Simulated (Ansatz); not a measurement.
An Ansatz (a program for electronic structure) input (Ansatz, r2SCAN, PAW, cutoff 500 eV, scalar-relativistic without spin-orbit coupling):

Ansatz 0.2 input:
```yaml
crystal:
  lattice:
    - [0, 0, -4.161201593]
    - [-2.1362248356, 3.0210781347, -2.0806007965]
    - [2.1362248356, 3.0210781347, -2.0806007965]
  atoms:
    - { symbol: Br, position: [0, 1, 0] }
    - { symbol: Na, position: [0.5, 0.5, 0.5] }
basis: { ecutwfc: 500, ecutrho_ratio: 4, xc_grid: 4, fft_grid_basis: typed }
kpoints: { mp_grid: { grid: [10, 10, 10] } }
hamiltonian:
  xc: r2scan
  dispersion: none
  pseudopotentials: { kind: paw }
scf: { occupations: { method: fermi_dirac, width: 0.05 }, convergence: { dr2_threshold: 0.0000000002 } }
output: { forces: true, stress: true }
checkpoint: { write: state.ck, write_every: 1000 }
```

Problem. Which symmetry and how many k-points will the program report, and about how many plane waves at Γ?

Solution. Space group Immm (ITA 71) with 8 operations, k-points 171 of 1000, and 1387 plane waves at Γ.

Problem. And the final pressure?

Solution. -0.44 GPa (compression positive).

A biaxial case was relaxed in a doubled cell and then solved in the primitive one. The cells carry an imposed strain or load. Stability against distortions was not tested. The cell was made from NaBr in the rock salt structure (space group Fm-3m, No. 225) by this change: biaxial strain +1.59 %, plane normal [110], relaxed out of plane.
